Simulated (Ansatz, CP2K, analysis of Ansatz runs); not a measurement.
# V_Cl in LiCl (Fm-3m): how far do the levels depend on the basis, the k-points, the functional and the program? (CP2K and Ansatz), part 2 of 4

Question: at which Fermi levels does V_Cl in LiCl (Fm-3m) change its charge, and how much of the answer depends on the basis, the k-points, the functional and the program? The model is a cell of 64 host atoms with 1 Cl taken out.

CP2K and Ansatz ; CP2K Gaussian and plane waves DFT, PBEsol, SR-DZVP basis, GTH potentials; charged supercells in a uniform background, point-charge correction with alignment at far sites.

So far. Step 3 (Band edges): The gap at this level is 6.28 eV.

**4. Relaxing each charge state**

Level of this step: CP2K Gaussian and plane waves DFT, PBEsol, SR-DZVP basis, GTH potentials; relaxation of all atoms of a defect supercell (CP2K).

Each state starts from the atoms near the defect displaced at random, so that no symmetry of the ideal site is imposed. An odd electron count needs spin polarisation, and the total moment is held fixed to keep the state apart from its neighbours in spin. Basis functions without a nucleus stand at the vacant site, for electrons that may collect there. Charge 0 is shown in full.

The input, defect.inp:

```
&GLOBAL
  PROJECT defect
  RUN_TYPE GEO_OPT
  PRINT_LEVEL LOW
&END GLOBAL
&FORCE_EVAL
  METHOD QS
  &DFT
    BASIS_SET_FILE_NAME BASIS_MOLOPT
    POTENTIAL_FILE_NAME GTH_POTENTIALS
    UKS T
    MULTIPLICITY 2
    &MGRID
      CUTOFF 500
      REL_CUTOFF 45
      NGRIDS 5
    &END MGRID
    &QS
      METHOD GPW
      EPS_DEFAULT 1.0E-10
      EXTRAPOLATION USE_PREV_P
    &END QS
    &SCF
      SCF_GUESS ATOMIC
      EPS_SCF 1.0E-5
      MAX_SCF 150
      ADDED_MOS 16 16
      CHOLESKY OFF
      EPS_EIGVAL 1.0E-7
      &DIAGONALIZATION ON
        ALGORITHM STANDARD
      &END DIAGONALIZATION
      &MIXING ON
        METHOD BROYDEN_MIXING
        ALPHA 0.2
        BETA 1.5
        NBUFFER 8
      &END MIXING
      &SMEAR ON
        METHOD FERMI_DIRAC
        ELECTRONIC_TEMPERATURE [K] 116.045
        FIXED_MAGNETIC_MOMENT 1
      &END SMEAR
    &END SCF
    &XC
      &XC_FUNCTIONAL
        &GGA_X_PBE_SOL
        &END GGA_X_PBE_SOL
        &GGA_C_PBE_SOL
        &END GGA_C_PBE_SOL
      &END XC_FUNCTIONAL
    &END XC
    &PRINT
      &KPOINTS ON
      &END KPOINTS
      &MULLIKEN ON
        &EACH
          QS_SCF 0
          GEO_OPT 0
          CELL_OPT 0
          MD 0
        &END EACH
        ADD_LAST NUMERIC
      &END MULLIKEN
      &MO ON
        ENERGIES T
        OCCUPATION_NUMBERS T
        &EACH
          QS_SCF 0
          GEO_OPT 0
          CELL_OPT 0
          MD 0
        &END EACH
        ADD_LAST NUMERIC
      &END MO
      &E_DENSITY_CUBE ON
        STRIDE 2 2 2
        &EACH
          QS_SCF 0
          GEO_OPT 0
          CELL_OPT 0
          MD 0
        &END EACH
        ADD_LAST NUMERIC
      &END E_DENSITY_CUBE
      &V_HARTREE_CUBE ON
        STRIDE 2 2 2
        &EACH
          QS_SCF 0
          GEO_OPT 0
          CELL_OPT 0
          MD 0
        &END EACH
        ADD_LAST NUMERIC
      &END V_HARTREE_CUBE
    &END PRINT
  &END DFT
  &SUBSYS
    &CELL
      A 10.1294427933 0.0000000000 -0.0000000000
      B 0.0000000000 10.1294427933 -0.0000000000
      C 0.0000000000 0.0000000000 10.1294427933
      PERIODIC XYZ
    &END CELL
    &COORD
      Li  -0.0009476400 0.0041477975 -0.0008328900
      Li  0.0333915494 2.6062489690 2.5557245794
      Li  2.5325133600 0.0025557975 2.5289831100
      Li  2.5338643600 2.5351927975 -0.0033898900
      Cl  -0.0027426400 -0.0002052025 2.5323681100
      Cl  0.0033223600 2.5348747975 0.0003441100
      Cl  2.5328923600 0.0004707975 -0.0012748900
      Cl  2.5780932764 2.5767246193 2.4796077587
      Li  -0.0043316400 0.0018067975 5.0655691100
      Li  -0.0637017320 2.5256015512 7.6481849474
      Li  2.5335293600 -0.0022442025 7.5951351100
      Li  2.4784115463 2.4836124725 5.0131287263
      Cl  -0.0007276400 -0.0031192025 7.5962421100
      Cl  -0.0601910919 2.4757677123 5.0798290868
      Cl  2.5320003600 -0.0023192025 5.0599521100
      Cl  2.5534797658 2.5235658120 7.5180381799
      Li  0.0090013600 5.0684157975 -0.0035328900
      Li  0.0626716827 7.6267931988 2.5640101054
      Li  2.5204190456 5.0649685435 2.6086030035
      Li  2.5379763600 7.5973867975 0.0059891100
      Cl  -0.0159242488 5.1411003798 2.5464717414
      Cl  0.0036803600 7.5976627975 -0.0022378900
      Cl  2.5358503600 5.0651597975 0.0015191100
      Cl  2.5185624556 7.5511926017 2.4692999216
      Li  -0.0688342826 5.0186675744 5.0740917283
      Li  0.0247324294 7.6359730603 7.5334642696
      Li  2.5979241677 5.0411513846 7.5400544699
      Li  2.4818381534 7.5321993149 5.0608340018
      Cl  0.0793503064 5.0686288915 7.6122909422
      Cl  0.0099001177 7.5209994334 5.0824932643
      Cl  2.5008466495 7.5210323393 7.5855694217
      Li  5.0660963600 0.0049187975 -0.0010768900
      Li  5.0978744215 2.4643500306 2.5442338707
      Li  7.6005003600 -0.0039232025 2.5325761100
      Li  7.6010413600 2.5373377975 0.0038841100
      Cl  5.0642103600 0.0000267975 2.5290961100
      Cl  5.0681093600 2.5369027975 -0.0038658900
      Cl  7.5941963600 0.0042187975 0.0005921100
      Cl  7.6004573600 2.5329107975 2.5322251100
      Li  5.0652033600 -0.0042542025 5.0553001100
      Li  5.0605702862 2.6070303632 7.5697664791
      Li  7.5951493600 -0.0023542025 7.5965561100
      Li  7.5922323600 2.5315117975 5.0705351100
      Cl  5.0633323600 0.0007067975 7.5937521100
      Cl  5.1351220756 2.5173510256 5.0348599481
      Cl  7.5940343600 -0.0000672025 5.0645531100
      Cl  7.5983343600 2.5351747975 7.6016021100
      Li  5.0717233600 5.0676037975 -0.0014508900
      Li  5.1215998900 7.6022292496 2.4797824699
      Li  7.5937343600 5.0595947975 2.5405671100
      Li  7.6043953600 7.6006757975 0.0015351100
      Cl  5.0035383118 5.0181322858 2.5181033490
      Cl  5.0677733600 7.5999187975 -0.0003948900
      Cl  7.5997283600 5.0696487975 0.0042481100
      Cl  7.5969143600 7.5958717975 2.5337631100
      Li  5.0468688703 5.0845813293 5.1382791604
      Li  5.0282897844 7.5384429237 7.5597651678
      Li  7.6032283600 5.0600637975 7.6047001100
      Li  7.5895773600 7.5923717975 5.0704841100
      Cl  4.9955925239 5.1040242849 7.5945169376
      Cl  4.9903587378 7.6101437009 5.0302810591
      Cl  7.5947953600 5.0667977975 5.0727621100
      Cl  7.5990793600 7.5994567975 7.5973131100
      Clg 2.5329853600 5.0626247975 5.0660811100
    &END COORD
    &KIND Clg
      ELEMENT Cl
      BASIS_SET DZVP-MOLOPT-SR-GTH-q7
      GHOST T
    &END KIND
    &KIND Li
      BASIS_SET DZVP-MOLOPT-SR-GTH-q3
      POTENTIAL GTH-PBE-q3
    &END KIND
    &KIND Cl
      BASIS_SET DZVP-MOLOPT-SR-GTH-q7
      POTENTIAL GTH-PBE-q7
    &END KIND
    &PRINT
      &ATOMIC_COORDINATES ON
      &END ATOMIC_COORDINATES
      &CELL ON
      &END CELL
    &END PRINT
  &END SUBSYS
  &PRINT
    &FORCES ON
    &END FORCES
  &END PRINT
&END FORCE_EVAL
&MOTION
  &GEO_OPT
    OPTIMIZER BFGS
    MAX_ITER 80
    MAX_FORCE [eV*angstrom^-1] 0.04
    RMS_FORCE [eV*angstrom^-1] 0.04
    MAX_DR 5.0E-2
    RMS_DR 3.0E-2
  &END GEO_OPT
  &CONSTRAINT
    &FIXED_ATOMS
      LIST 64
    &END FIXED_ATOMS
  &END CONSTRAINT
  &PRINT
    &TRAJECTORY ON
    &END TRAJECTORY
    &CELL ON
    &END CELL
    &FORCES ON
    &END FORCES
    &RESTART OFF
    &END RESTART
    &RESTART_HISTORY OFF
    &END RESTART_HISTORY
  &END PRINT
&END MOTION
```

On the command line:

```sh
> OMP_NUM_THREADS=1 cp2k.psmp -i defect.inp -o defect.out
```

Numbers of over 12 decimals in the logs are rounded to 6 here.

Log:

```text
CP2K| version string:                                       CP2K version 2026.2
 CP2K| Input file name                                                defect.inp

[...]
GLOBAL| Basis set file name                                        BASIS_MOLOPT
 GLOBAL| Potential file name                                      GTH_POTENTIALS
[...]
GLOBAL| Project name                                                     defect
 GLOBAL| Run type                                                        GEO_OPT
[...]
GLOBAL| Total number of message passing processes                             1
 GLOBAL| Number of threads for this process                                    1
[...]
CELL| Volume [angstrom^3]:                                          1039.337670
 CELL| Vector a [angstrom]:      10.129     0.000     0.000   |a| =    10.129443
 CELL| Vector b [angstrom]:       0.000    10.129     0.000   |b| =    10.129443
 CELL| Vector c [angstrom]:       0.000     0.000    10.129   |c| =    10.129443
 CELL| Angle (b,c), alpha [degree]:                                    90.000000
 CELL| Angle (a,c), beta  [degree]:                                    90.000000
 CELL| Angle (a,b), gamma [degree]:                                    90.000000
 CELL| Numerically orthorhombic:                                             YES
 CELL| Periodicity                                                           XYZ

[...]
TOTAL NUMBERS AND MAXIMUM NUMBERS

  Total number of            - Atomic kinds:                                   3
                             - Atoms:                                         64
                             - Shell sets:                                    64
                             - Shells:                                       288
                             - Primitive Cartesian functions:                288
                             - Cartesian basis functions:                    640
                             - Spherical basis functions:                    608

  Maximum angular momentum of- Orbital basis functions:                        2
                             - Local part of the GTH pseudopotential:          6
                             - Non-local part of the GTH pseudopotential:      2

 MODULE QUICKSTEP: ATOMIC COORDINATES IN ANGSTROM

   Atom Kind Element         X             Y             Z       Z(eff)     Mass
[... as in the input ...]

 SCF PARAMETERS         Density guess:                                    ATOMIC
                        --------------------------------------------------------
                        max_scf:                                             150
                        max_scf_history:                                       0
                        max_diis:                                              4
                        --------------------------------------------------------
                        eps_scf:                                        1.00E-05
                        eps_scf_history:                                0.00E+00
                        eps_diis:                                       1.00E-01
                        eps_eigval:                                     1.00E-07
                        --------------------------------------------------------
                        level_shift [a.u.]:                             0.000000
                        added MOs                                        16   16
                        --------------------------------------------------------
                        Mixing method:                            BROYDEN_MIXING
                                                charge density mixing in g-space
                        --------------------------------------------------------
                        Smear method:                                FERMI_DIRAC
                        Electronic temperature [K]:                        116.0
                        Electronic temperature [a.u.]:                  3.67E-04
                        Accuracy threshold:                             1.00E-10
                        Fixed magnetic moment set to:                        1.0
                        --------------------------------------------------------
                        No outer SCF

 BFGS| Use rational function optimization for step estimation:                NO
 BFGS| Use model Hessian for initial guess:                                  YES
 BFGS| Restart Hessian:                                                       NO
 BFGS| Trust radius:                                                       0.472

[...]
***                     STARTING GEOMETRY OPTIMIZATION                      ***
 ***                                   BFGS                                  ***
[...]
Extrapolation method: initial_guess

 Spin 1

 Number of electrons:                                                        157
 Number of occupied orbitals:                                                157
 Number of molecular orbitals:                                               173

 Spin 2

 Number of electrons:                                                        156
 Number of occupied orbitals:                                                156
[...]
***                    GEOMETRY OPTIMIZATION COMPLETED                      ***
[...]
write_final_structure: Optimization converged, writing XYZ file gladly:
  defect-FINAL-1_4.xyz

 write_final_structure: Optimization converged, writing CIF file gladly:
  defect-FINAL-1_4.cif

 write_final_structure: Done!

                    Reevaluating energy at the minimum

 Extrapolation method: previous_p

 Spin 1

 Number of electrons:                                                        157
 Number of occupied orbitals:                                                157
 Number of molecular orbitals:                                               173

 Spin 2

 Number of electrons:                                                        156
 Number of occupied orbitals:                                                156
 Number of molecular orbitals:                                               172

 Number of orbital functions:                                                608
 Number of independent orbital functions:                                    608

 SCF WAVEFUNCTION OPTIMIZATION

  Step     Update method      Time    Convergence         Total energy    Change
  ------------------------------------------------------------------------------
     1 Broy./Diag. 0.20E+00   11.9     0.00003301      -704.0857948262 -7.04E+02
     2 Broy./Diag. 0.20E+00   16.0     0.00000099      -704.0858459193 -5.11E-05

  *** SCF run converged in     2 steps ***

  Electronic density on regular grids:       -313.0000000000       -0.0000000000
  Core density on regular grids:              312.9999999641       -0.0000000359
  Total charge density on r-space grids:       -0.0000000359
  Total charge density g-space grids:          -0.0000000359

  Overlap energy of the core charge distribution:               5e-14
  Self energy of the core charge distribution:              -1248.235052
  Core Hamiltonian energy:                                    251.549113
  Hartree energy:                                             440.325726
  Exchange-correlation energy:                               -147.725633
  Electronic entropic energy:                                  -0.000000
  Fermi energy:                                                 0.225049

  Total energy:                                              -704.085846
  Total energy (extrapolated to T->0):                       -704.085846

 MO| ALPHA EIGENVALUES AND OCCUPATION NUMBERS
 MO|
 MO|  Index      Eigenvalue [a.u.]        Eigenvalue [eV]             Occupation
 [... lower levels ...]
 MO|    148               0.011643               0.316833               1.000000
 MO|    149               0.011666               0.317458               1.000000
 MO|    150               0.011680               0.317826               1.000000
 MO|    151               0.011724               0.319016               1.000000
 MO|    152               0.011745               0.319611               1.000000
 MO|    153               0.011772               0.320338               1.000000
 MO|    154               0.021084               0.573720               1.000000
 MO|    155               0.021130               0.574978               1.000000
 MO|    156               0.021240               0.577967               1.000000
 MO|    157               0.171419               4.664545               1.000000
[...]
MO| Sum:                                                             157.000000
 MO| E(Fermi):            0.247173 a.u.          6.725910 eV
 MO| Band gap:            0.087471 a.u.          2.380213 eV

 MO| BETA EIGENVALUES AND OCCUPATION NUMBERS
 MO|
 MO|  Index      Eigenvalue [a.u.]        Eigenvalue [eV]             Occupation
 [... lower levels ...]
[...]
MO|    168               0.312012               8.490280               0.000000
 MO|    169               0.333113               9.064477               0.000000
 MO|    170               0.333238               9.067871               0.000000
 MO|    171               0.333272               9.068782               0.000000
 MO|    172               0.334394               9.099313               0.000000
 MO| Sum:                                                             156.000000
 MO| E(Fermi):            0.202925 a.u.          5.521872 eV
 MO| Band gap:            0.193286 a.u.          5.259592 eV

  Integrated spin density:                                          1.0000000000
  Integrated absolute spin density:                                 1.0144283828

 The sum of alpha and beta density is written in Cube    file format to the file:

 defect-ELECTRON_DENSITY-1_4.cube

 The spin density is written in Cube    file format to the file:

 defect-SPIN_DENSITY-1_4.cube

 !-----------------------------------------------------------------------------!
                     Mulliken Population Analysis

 #  Atom  Element  Kind  Atomic population (alpha,beta) Net charge  Spin moment
       1     Li       1         1.292196     1.277026     0.430778     0.015169
       2     Li       1         1.256803     1.284393     0.458804    -0.027589
       3     Li       1         1.270062     1.273458     0.456480    -0.003397
       4     Li       1         1.269420     1.273849     0.456731    -0.004430
       5     Cl       2         3.723086     3.723419    -0.446505    -0.000332
       6     Cl       2         3.723047     3.723377    -0.446424    -0.000330
       7     Cl       2         3.721152     3.722769    -0.443921    -0.001617
       8     Cl       2         3.721125     3.721566    -0.442691    -0.000440
       9     Li       1         1.269736     1.273159     0.457105    -0.003422
      10     Li       1         1.257041     1.284001     0.458958    -0.026960
[...]
60     Cl       2         3.721004     3.721430    -0.442434    -0.000426
      61     Cl       2         3.720911     3.721318    -0.442228    -0.000407
      62     Cl       2         3.722604     3.722912    -0.445516    -0.000308
      63     Cl       2         3.722976     3.723300    -0.446276    -0.000325
      64     Cl       3         0.075183    -0.017390    -0.057793     0.092572
 # Total charge and spin      157.000000   156.000000    -0.000000     1.000000

 !-----------------------------------------------------------------------------!

 ENERGY| Total FORCE_EVAL ( QS ) energy [hartree]           -704.085846
```

Elapsed: 20 min, on 1 thread of Arm Neoverse V1, shared host; peak memory 3.3 GiB.

The steps and moves of this run count from the displaced start.

The steps of the relaxation:

| step | energy less that of the first step (eV) |
| --- | --- |
| 0 | 0.0000 |
| 1 | -0.1183 |
| 2 | -0.1811 |
| 3 | -0.1903 |
| 4 | -0.2015 |

The atoms that moved most (Å):

| atom | dx | dy | dz | length |
| --- | --- | --- | --- | --- |
| Cl45 | -0.093 | 0.017 | 0.024 | 0.097 |
| Cl14 | 0.065 | 0.068 | -0.016 | 0.095 |
| Cl8 | -0.046 | -0.039 | 0.065 | 0.089 |
| Li56 | -0.022 | -0.023 | -0.077 | 0.084 |
| Cl21 | 0.028 | -0.078 | -0.002 | 0.083 |
| Cl29 | -0.076 | -0.008 | -0.028 | 0.081 |
| Cl60 | 0.064 | -0.044 | -0.009 | 0.078 |
| Cl52 | 0.059 | 0.044 | 0.024 | 0.078 |

Neighbours of the ideal centre at the end:

| atom | distance (Å) |
| --- | --- |
| Li28 | 2.477 |
| Li19 | 2.484 |
| Li27 | 2.487 |
| Li56 | 2.492 |
| Li12 | 2.533 |
| Li25 | 2.538 |
| Cl61 | 3.561 |
| Cl16 | 3.562 |
| Cl45 | 3.562 |
| Cl31 | 3.563 |
| Cl21 | 3.566 |
| Cl60 | 3.568 |
| Cl8 | 3.568 |
| Cl14 | 3.569 |
| Cl29 | 3.570 |
| Cl30 | 3.572 |

Energies on the run's own zero. States near gap, by row:

| spin | k | band | energy (eV) | filled by count |
| --- | --- | --- | --- | --- |
| up | 0 | 153 | 0.3203 | 1 |
| up | 0 | 154 | 0.5737 | 1 |
| up | 0 | 155 | 0.575 | 1 |
| up | 0 | 156 | 0.578 | 1 |
| up | 0 | 157 | 4.665 | 1 |
| up | 0 | 158 | 7.045 | 0 |
| up | 0 | 159 | 7.747 | 0 |
| up | 0 | 160 | 7.748 | 0 |
| up | 0 | 161 | 7.749 | 0 |
| down | 0 | 152 | 0.3218 | 1 |
| down | 0 | 153 | 0.3219 | 1 |
| down | 0 | 154 | 0.5769 | 1 |
| down | 0 | 155 | 0.5782 | 1 |
| down | 0 | 156 | 0.5811 | 1 |
| down | 0 | 157 | 5.841 | 0 |
| down | 0 | 158 | 7.113 | 0 |
| down | 0 | 159 | 7.764 | 0 |
| down | 0 | 160 | 7.766 | 0 |

The states that were run, at the zone centre alone, on 1 thread of Arm Neoverse V1, shared host:

| charge | moment (μB) | outcome | structures computed | largest displacement of a host atom from its site (Å) | lowest empty less highest filled level (eV) | time |
| --- | --- | --- | --- | --- | --- | --- |
| +1 | 0 | converged | 6 | 0.22 | 5.32 | 12 min |
| −1 | 0 | converged | 6 | 0.34 | 2.13 | 13 min |
| 0 | 1 | converged | 5 | 0.06 | 1.18 | 20 min |

Against the host's sites the lattice moves most at charge −1 (0.34 Å); the smallest move among the states is 0.06 Å.

(Continued in part 3 of 4.)

[Logs are printed without paths, hosts, clocks, repeated set-up lines and the standing remarks that a program may print on its own settings, such as how far it seeks lower states.]

[Hosts, paths, dates, database ids (printed as entryN), source tags and the programs' standing remarks are cut or masked in the printed files.]

[For some hosts the program warned that the k-mesh of the response run may be too coarse for force constants and the static dielectric constant; such warnings are not shown here.]

[Charge tables in the logs are Mulliken or Hirshfeld populations, whose sizes and signs can differ; where basis functions stand at a vacancy, SIESTA counts their charge against the missing atom's valence.]

[In relaxation paths of CP2K, step 0 can be the structure after the first move, since the trajectory file begins there, and the last row can be the final structure solved once more.]
